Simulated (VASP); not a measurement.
# Fe2O3 (Hematite) (R-3c) in VASP: further runs, part 2 of 2

VASP 6.6.1.

## Step 3: Band structure, revPBE, collinear spin, ferromagnetic start

Input file POSCAR:

```
Fe2O3
1.0
    2.5190000000      1.4543453281      4.5906666667
   -2.5190000000      1.4543453281      4.5906666667
    0.0000000000     -2.9086906562      4.5906666667
Fe O
4 6
Direct
    0.3553000000      0.3553000000      0.3553000000
    0.1447000000      0.1447000000      0.1447000000
    0.6447000000      0.6447000000      0.6447000000
    0.8553000000      0.8553000000      0.8553000000
    0.5559000000      0.2500000000      0.9441000000
    0.2500000000      0.9441000000      0.5559000000
    0.9441000000      0.5559000000      0.2500000000
    0.4441000000      0.7500000000      0.0559000000
    0.7500000000      0.0559000000      0.4441000000
    0.0559000000      0.4441000000      0.7500000000
```

Input file INCAR.step1:

```
  PREC = Accurate
  ENCUT = 520
  EDIFF = 1E-7
  ISMEAR = -1
  SIGMA = 0.05
  LREAL = F
  LASPH = T
  NELM = 120
  ALGO = Normal
  ISIF = 2
  LWAVE = F
  LCHARG = T
  ISPIN = 2
  MAGMOM = 3 3 3 3 0 0 0 0 0 0
  LORBIT = 11
  LMAXMIX = 4
  GGA = RE
  NBANDS = 49
```

Input file KPOINTS.step1:

```
regular mesh
0
Gamma
  7 7 7
```

Input file INCAR.step2:

```
  PREC = Accurate
  ENCUT = 520
  EDIFF = 1E-7
  ISMEAR = 0
  SIGMA = 0.05
  LREAL = F
  LASPH = T
  NELM = 120
  ALGO = Normal
  ISIF = 2
  LWAVE = F
  LCHARG = F
  ISPIN = 2
  MAGMOM = 3 3 3 3 0 0 0 0 0 0
  LORBIT = 11
  LMAXMIX = 4
  GGA = RE
  NBANDS = 49
  ICHARG = 11
```

Input file KPOINTS.step2:

```
path GLB1,BZGX,QFP1Z,LP
15
line-mode
reciprocal
 0.0000000000  0.0000000000  0.0000000000  G
 0.5000000000  0.0000000000  0.0000000000  L

 0.5000000000  0.0000000000  0.0000000000  L
 0.5000000000  0.2335768627 -0.2335768627  B1

 0.7664231373  0.5000000000  0.2335768627  B
 0.5000000000  0.5000000000  0.5000000000  Z

 0.5000000000  0.5000000000  0.5000000000  Z
 0.0000000000  0.0000000000  0.0000000000  G

 0.0000000000  0.0000000000  0.0000000000  G
 0.3667884314  0.0000000000 -0.3667884314  X

 0.6332115686  0.3667884314  0.0000000000  Q
 0.5000000000  0.5000000000  0.0000000000  F

 0.5000000000  0.5000000000  0.0000000000  F
 0.6332115686  0.6332115686  0.2335768627  P1

 0.6332115686  0.6332115686  0.2335768627  P1
 0.5000000000  0.5000000000  0.5000000000  Z

 0.5000000000  0.0000000000  0.0000000000  L
 0.7664231373  0.3667884314  0.3667884314  P
```

Potentials or basis: VASP PAW PBE potentials, release 64 (Fe, O).

Run with:

```console
> cat potpaw_PBE.64/Fe/POTCAR potpaw_PBE.64/O/POTCAR > POTCAR
> cp INCAR.step1 INCAR
> cp KPOINTS.step1 KPOINTS
> mpirun -np 1 vasp_std > vasp.out
> cp INCAR.step2 INCAR
> cp KPOINTS.step2 KPOINTS
> mpirun -np 1 vasp_std > vasp.out
```

OUTCAR:

```text
PREC = Accurate
   ENCUT = 520
   EDIFF = 1E-7
   ISMEAR = 0
   LREAL = F
   LASPH = T
   NELM = 120
   ISIF = 2
   ISPIN = 2
   LORBIT = 11
   GGA = RE
   ICHARG = 11

 ion  position               nearest neighbor table
   1  0.355  0.355  0.355-   9 1.95  10 1.95   8 1.95   7 2.12   5 2.12   6 2.12   2 2.90   3 2.97
                             3 2.97   3 2.97
   2  0.145  0.145  0.145-   8 1.95  10 1.95   9 1.95   7 2.12   5 2.12   6 2.12   1 2.90   4 2.97
                             4 2.97   4 2.97
   3  0.645  0.645  0.645-   6 1.95   7 1.95   5 1.95  10 2.12   9 2.12   8 2.12   4 2.90   1 2.97
                             1 2.97   1 2.97
   4  0.855  0.855  0.855-   5 1.95   7 1.95   6 1.95  10 2.12   9 2.12   8 2.12   3 2.90   2 2.97
                             2 2.97   2 2.97
   5  0.556  0.250  0.944-   4 1.95   3 1.95   1 2.12   2 2.12
   6  0.250  0.944  0.556-   3 1.95   4 1.95   1 2.12   2 2.12
   7  0.944  0.556  0.250-   3 1.95   4 1.95   1 2.12   2 2.12
   8  0.444  0.750  0.056-   2 1.95   1 1.95   3 2.12   4 2.12
   9  0.750  0.056  0.444-   1 1.95   2 1.95   3 2.12   4 2.12
  10  0.056  0.444  0.750-   1 1.95   2 1.95   3 2.12   4 2.12

  LATTYP: Found a trigonal (rhomboedric) cell.
 ALAT       =     5.4345838643
 COS(alpha) =     0.5703114900

[... 2592 lines left out ...]
     0.000000000 -2.908690656  4.590666667     0.000000000 -0.229198201  0.072611095

 POSITION                                       TOTAL-FORCE (eV/Angst)
 -----------------------------------------------------------------------------------
      0.00000      0.00000      4.89319         0.000000      0.000000     -0.770199
      0.00000      0.00000      1.99281         0.000000      0.000000      0.770199
      0.00000      0.00000      8.87881         0.000000      0.000000      0.770199
      0.00000      0.00000     11.77919         0.000000      0.000000     -0.770199
      0.77056     -1.57404      8.03367         0.086212      0.149323     -0.000000
     -1.74844      0.11969      8.03367         0.086212     -0.149323     -0.000000
      0.97788      1.45435      8.03367        -0.172424      0.000000     -0.000000
     -0.77056      1.57404      5.73833        -0.086212     -0.149323     -0.000000
      1.74844     -0.11969      5.73833        -0.086212      0.149323     -0.000000
     -0.97788     -1.45435      5.73833         0.172424     -0.000000      0.000000
 -----------------------------------------------------------------------------------
    total drift:                               -0.000000      0.000000     -0.000000

  FREE ENERGIE OF THE ION-ELECTRON SYSTEM (eV)
  ---------------------------------------------------
  free  energy   TOTEN  =       -70.1234209517 eV

  energy  without entropy=      -70.1055267558  energy(sigma->0) =      -70.11447385

 total charge

# of ion       s       p       d       tot
------------------------------------------
    1        0.361   0.513   6.007   6.881
    2        0.361   0.513   6.007   6.881
    3        0.361   0.513   6.007   6.881
    4        0.361   0.513   6.007   6.881
    5        1.576   3.405   0.000   4.981
    6        1.576   3.405   0.000   4.981
    7        1.576   3.405   0.000   4.981
    8        1.576   3.405   0.000   4.981
    9        1.576   3.405   0.000   4.981
   10        1.576   3.405   0.000   4.981
--------------------------------------------------
tot         10.898  22.485  24.027  57.410

 magnetization (x)

# of ion       s       p       d       tot
------------------------------------------
    1        0.025   0.035   3.134   3.193
    2        0.025   0.035   3.134   3.193
    3        0.025   0.035   3.134   3.193
    4        0.025   0.035   3.134   3.193
    5        0.021   0.140   0.000   0.161
    6        0.021   0.140   0.000   0.161
    7        0.021   0.140   0.000   0.161
    8        0.021   0.140   0.000   0.161
    9        0.021   0.140   0.000   0.161
   10        0.021   0.140   0.000   0.161
--------------------------------------------------
tot          0.223   0.981  12.535  13.739
```

OUTCAR.step1:

```text
PREC = Accurate
   ENCUT = 520
   EDIFF = 1E-7
   ISMEAR = -1
   LREAL = F
   LASPH = T
   NELM = 120
   ISIF = 2
   ISPIN = 2
   LORBIT = 11
   GGA = RE

[... 2657 lines left out ...]
tot         10.897  22.554  23.955  57.406

 magnetization (x)

# of ion       s       p       d       tot
------------------------------------------
    1        0.025   0.036   3.177   3.238
    2        0.025   0.036   3.177   3.238
    3        0.025   0.036   3.177   3.238
    4        0.025   0.036   3.177   3.238
    5        0.021   0.149   0.000   0.170
    6        0.021   0.149   0.000   0.170
    7        0.021   0.149   0.000   0.170
    8        0.021   0.149   0.000   0.170
    9        0.021   0.149   0.000   0.170
   10        0.021   0.149   0.000   0.170
--------------------------------------------------
tot          0.225   1.038  12.708  13.971
```

Run time: 18 min. Hardware: 1 thread of Intel Xeon 6975P-C (Granite Rapids), shared host; peak memory 0.89 GiB.

Results:

* Band gap along the path: none (metal or under the smearing width)
* Net moment: 14.39 μB per cell

Levels at the corners of the path, in eV from the Fermi level:
Spin up:
| point | band 39 | band 40 | band 41 | band 42 | band 43 | band 44 |
| --- | --- | --- | --- | --- | --- | --- |
| Γ | -0.73 | -0.73 | 0.15 | 0.15 | 0.70 | 0.70 |
| L | -0.43 | -0.43 | -0.29 | -0.29 | 0.12 | 0.12 |
| L | -0.43 | -0.43 | -0.29 | -0.29 | 0.12 | 0.12 |
| B1 | -0.62 | -0.62 | 0.04 | 0.04 | 0.35 | 0.35 |
| B | -0.62 | -0.62 | 0.04 | 0.04 | 0.35 | 0.35 |
| Z | -0.93 | -0.93 | 0.23 | 0.23 | 0.23 | 0.23 |
| Z | -0.93 | -0.93 | 0.23 | 0.23 | 0.23 | 0.23 |
| Γ | -0.73 | -0.73 | 0.15 | 0.15 | 0.70 | 0.70 |
| Γ | -0.73 | -0.73 | 0.15 | 0.15 | 0.70 | 0.70 |
| X | -0.89 | -0.26 | -0.20 | 0.15 | 0.26 | 0.46 |
| Q | -0.89 | -0.26 | -0.20 | 0.15 | 0.26 | 0.46 |
| F | -1.03 | -0.69 | -0.09 | 0.24 | 0.32 | 0.49 |
| F | -1.03 | -0.69 | -0.09 | 0.24 | 0.32 | 0.49 |
| P1 | -0.89 | -0.46 | -0.08 | -0.04 | 0.22 | 0.46 |
| P1 | -0.89 | -0.46 | -0.08 | -0.04 | 0.22 | 0.46 |
| Z | -0.93 | -0.93 | 0.23 | 0.23 | 0.23 | 0.23 |
| L | -0.43 | -0.43 | -0.29 | -0.29 | 0.12 | 0.12 |
| P | -0.89 | -0.46 | -0.08 | -0.04 | 0.22 | 0.46 |
Spin down:
```
point  band 24  band 25  band 26  band 27  band 28  band 29  band 30  band 31
    Γ    -2.40    -0.22    -0.22    -0.15     0.08     0.08     0.11     0.11
    L    -2.44    -0.42    -0.42     0.22     0.22     0.39     0.39     0.47
    L    -2.44    -0.42    -0.42     0.22     0.22     0.39     0.39     0.47
   B1    -2.63    -0.41    -0.41    -0.02    -0.02     0.27     0.27     0.51
    B    -2.63    -0.41    -0.41    -0.02    -0.02     0.27     0.27     0.51
    Z    -2.92     0.02     0.02     0.02     0.02     0.36     0.36     0.40
    Z    -2.92     0.02     0.02     0.02     0.02     0.36     0.36     0.40
    Γ    -2.40    -0.22    -0.22    -0.15     0.08     0.08     0.11     0.11
    Γ    -2.40    -0.22    -0.22    -0.15     0.08     0.08     0.11     0.11
    X    -2.46    -0.50    -0.41    -0.01     0.00     0.23     0.39     0.40
    Q    -2.46    -0.50    -0.41    -0.01     0.00     0.23     0.39     0.40
    F    -2.54    -0.35    -0.34    -0.16    -0.08     0.21     0.33     0.35
    F    -2.54    -0.35    -0.34    -0.16    -0.08     0.21     0.33     0.35
   P1    -2.54    -0.33    -0.29    -0.19     0.06     0.30     0.35     0.36
   P1    -2.54    -0.33    -0.29    -0.19     0.06     0.30     0.35     0.36
    Z    -2.92     0.02     0.02     0.02     0.02     0.36     0.36     0.40
    L    -2.44    -0.42    -0.42     0.22     0.22     0.39     0.39     0.47
    P    -2.54    -0.33    -0.29    -0.19     0.06     0.30     0.35     0.36
```

Caveat: the log is that of the step along the path at fixed density, whose energy, stress, charges and moments have no meaning; semilocal functionals often make such compounds metallic where correlation or magnetic order opens a gap, which also shifts bond lengths; only a ferromagnetic start was run, and an antiferromagnetic order may lie lower in energy.

## Step 4: Band structure, BLYP, collinear spin, ferromagnetic start

POSCAR is that of step 3.

Input file INCAR.step1:

```
  PREC = Accurate
  ENCUT = 520
  EDIFF = 1E-6
  ISMEAR = -1
  SIGMA = 0.05
  LREAL = F
  LASPH = T
  NELM = 120
  ALGO = Fast
  ISIF = 2
  LWAVE = F
  LCHARG = T
  ISPIN = 2
  MAGMOM = 3 3 3 3 0 0 0 0 0 0
  LORBIT = 11
  LMAXMIX = 4
  GGA = B5
  ALDAX = 1.0
  AGGAX = 1.0
  AGGAC = 1.0
  ALDAC = 0.0
```

KPOINTS.step1 is that of step 3.

Input file INCAR.step2:

```
  PREC = Accurate
  ENCUT = 520
  EDIFF = 1E-6
  ISMEAR = 0
  SIGMA = 0.05
  LREAL = F
  LASPH = T
  NELM = 120
  ALGO = Fast
  ISIF = 2
  LWAVE = F
  LCHARG = F
  ISPIN = 2
  MAGMOM = 3 3 3 3 0 0 0 0 0 0
  LORBIT = 11
  LMAXMIX = 4
  GGA = B5
  ALDAX = 1.0
  AGGAX = 1.0
  AGGAC = 1.0
  ALDAC = 0.0
  ICHARG = 11
```

Changes to KPOINTS.step2 since step 3:

```diff
@@ -1,3 +1,3 @@
 path GLB1,BZGX,QFP1Z,LP
-15
+20
 line-mode
```

Run with:

```console
> cat potpaw_PBE.64/Fe/POTCAR potpaw_PBE.64/O/POTCAR > POTCAR
> cp INCAR.step1 INCAR
> cp KPOINTS.step1 KPOINTS
> mpirun -np 1 vasp_std > vasp.out
> cp INCAR.step2 INCAR
> cp KPOINTS.step2 KPOINTS
> mpirun -np 1 vasp_std > vasp.out
```

Run time: 21 min. Hardware: 1 thread of Intel Xeon 6975P-C (Granite Rapids), shared host; peak memory 1.1 GiB.

Results (log left out):

| Quantity | Value |
| --- | --- |
| Band gap along the path | none (metal or under the smearing width) |
| Net moment | 8.60 μB per cell |

Levels at the corners of the path, in eV from the Fermi level:
Spin up:
```csv
point,band 35,band 36,band 37,band 38,band 39,band 40,band 41,band 42
Γ,-0.92,-0.92,-0.40,-0.40,-0.07,-0.07,0.86,0.86
L,-1.43,-1.43,0.07,0.07,0.31,0.31,0.44,0.44
L,-1.43,-1.43,0.07,0.07,0.31,0.31,0.44,0.44
B1,-1.21,-1.21,-0.53,-0.53,0.10,0.10,0.72,0.72
B,-1.21,-1.21,-0.53,-0.53,0.10,0.10,0.72,0.72
Z,-1.45,-1.45,-0.08,-0.08,-0.08,-0.08,0.87,0.87
Z,-1.45,-1.45,-0.08,-0.08,-0.08,-0.08,0.87,0.87
Γ,-0.92,-0.92,-0.40,-0.40,-0.07,-0.07,0.86,0.86
Γ,-0.92,-0.92,-0.40,-0.40,-0.07,-0.07,0.86,0.86
X,-1.24,-1.19,-0.62,-0.33,-0.14,0.41,0.51,0.80
Q,-1.24,-1.19,-0.62,-0.33,-0.14,0.41,0.51,0.80
F,-1.24,-1.15,-0.83,-0.27,-0.24,0.15,0.57,0.86
F,-1.24,-1.15,-0.83,-0.27,-0.24,0.15,0.57,0.86
P1,-1.35,-1.13,-0.65,-0.26,-0.10,0.36,0.57,0.62
P1,-1.35,-1.13,-0.65,-0.26,-0.10,0.36,0.57,0.62
Z,-1.45,-1.45,-0.08,-0.08,-0.08,-0.08,0.87,0.87
L,-1.43,-1.43,0.07,0.07,0.31,0.31,0.44,0.44
P,-1.35,-1.13,-0.65,-0.26,-0.10,0.36,0.57,0.62
```
Spin down:
```tsv
point	band 28	band 29	band 30	band 31	band 32	band 33
Γ	-0.33	-0.32	-0.32	-0.19	0.28	0.58
L	-0.11	-0.01	-0.01	0.17	0.17	0.33
L	-0.11	-0.01	-0.01	0.17	0.17	0.33
B1	-0.35	-0.07	-0.07	0.19	0.19	0.46
B	-0.35	-0.07	-0.07	0.19	0.19	0.46
Z	-0.38	0.13	0.13	0.13	0.13	0.31
Z	-0.38	0.13	0.13	0.13	0.13	0.31
Γ	-0.33	-0.32	-0.32	-0.19	0.28	0.58
Γ	-0.33	-0.32	-0.32	-0.19	0.28	0.58
X	-0.30	-0.11	0.00	0.08	0.24	0.48
Q	-0.30	-0.11	0.00	0.08	0.24	0.48
F	-0.39	-0.17	0.00	0.01	0.12	0.52
F	-0.39	-0.17	0.00	0.01	0.12	0.52
P1	-0.24	-0.09	-0.03	0.13	0.17	0.39
P1	-0.24	-0.09	-0.03	0.13	0.17	0.39
Z	-0.38	0.13	0.13	0.13	0.13	0.31
L	-0.11	-0.01	-0.01	0.17	0.17	0.33
P	-0.24	-0.09	-0.03	0.13	0.17	0.39
```

Caveat: the log is that of the step along the path at fixed density, whose energy, stress, charges and moments have no meaning; semilocal functionals often make such compounds metallic where correlation or magnetic order opens a gap, which also shifts bond lengths; only a ferromagnetic start was run, and an antiferromagnetic order may lie lower in energy.

## Step 5: The runs side by side

| level | potentials or basis | cutoff (eV) | moment (μB) |
| --- | --- | --- | --- |
| PBE | VASP PAW PBE potentials, release 64 (Fe, O_s) | 400 | 13.57 |
| revPBE | VASP PAW PBE potentials, release 64 (Fe, O) | 520 | 14.39 |
| BLYP | VASP PAW PBE potentials, release 64 (Fe, O) | 520 | 8.60 |

Alike in all rows: task band structure; spin collinear, ferromagnetic start; cell as given; k mesh 7 × 7 × 7; smearing fermi-dirac 0.05 eV.

Caveats: semilocal functionals often make such compounds metallic where correlation or magnetic order opens a gap, which also shifts bond lengths; only a ferromagnetic start was run, and an antiferromagnetic order may lie lower in energy.

Total energies depend on the potentials used, so only differences within one code and one set of settings carry meaning.
